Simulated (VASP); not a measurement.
Ag, 1 atom in the cell. The typed cell holds 1 atom: a = 2.907 Å, b = 2.869 Å, c = 2.861 Å, α = 60.33°, β = 61.01°, γ = 60.07°.  The cell isn't the ideal one: cell strained at random at fixed volume.

```yaml
Program: VASP 6.6.1
Task: relaxation of the atoms
Functional: r2SCAN
Potentials_or_basis: VASP PAW PBE potentials, release 64 (Ag)
Cutoff: 520 eV
k_mesh: 8 × 8 × 8
Occupations: methfessel-paxton, width 0.1 eV
Spin: no spin polarisation
Further_INCAR_settings: ALGO = Normal; EDIFF = 1e-06; IBRION = 2; EDIFFG = -0.02; NSW = 40
```

Potentials or basis: VASP PAW PBE potentials, release 64 (Ag).

Launch:

```console
$ cat potpaw_PBE.64/Ag/POTCAR > POTCAR
$ mpirun -np 1 vasp_std > vasp.out
```

Hardware: 1 thread of Intel(R) Xeon(R) Platinum 8559C (Emerald Rapids) (shared host).

Problem. How long does it take, and how much memory?

Solution. It took 85 s on 1 thread of Intel(R) Xeon(R) Platinum 8559C (Emerald Rapids) (shared host), peak memory 0.18 GiB. Counts: scf iterations 15, k points 260, ion steps 1.
